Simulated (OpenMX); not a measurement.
The system is Ge.

```
Ge
1.0
     1.48805   -2.59469    0.00000
     1.48805    2.59469    0.00000
     0.00000    0.00000    4.72760
Ge
2
Direct
  0.33345 0.66655 0.25000
  0.66655 0.33345 0.75000
```

This isn't the form of Ge at room conditions, which is diamond.

Base run:

* Program: OpenMX 3.8.5
* Functional: PBE
* Potentials or basis: OpenMX 2013 PBE set, Ge7.0-s3p2d2, grid cutoff 300 Ry
* k mesh: 7 × 7 × 5
* Occupations: fermi-dirac, width 0.05 eV
* Spin: no spin polarisation

Its results: band gap on the k mesh none (metal or under the smearing width); pressure 5.2 GPa; largest force 0.007 eV/Å.

The run is repeated on the same cell with these changes: dispersion from none to D4. What comes out?

Band gap on the k mesh none (metal or under the smearing width); pressure 1.9 GPa; largest force 0.007 eV/Å.

Dispersion adds attraction, which lowers the pressure at fixed volume and, as a term added to the energy, leaves the levels alone.

Caveats: the basis of atomic orbitals isn't converged, which shifts pressures, moduli and gaps; pairwise dispersion overbinds metals, which lowers pressure and volume (some runs).
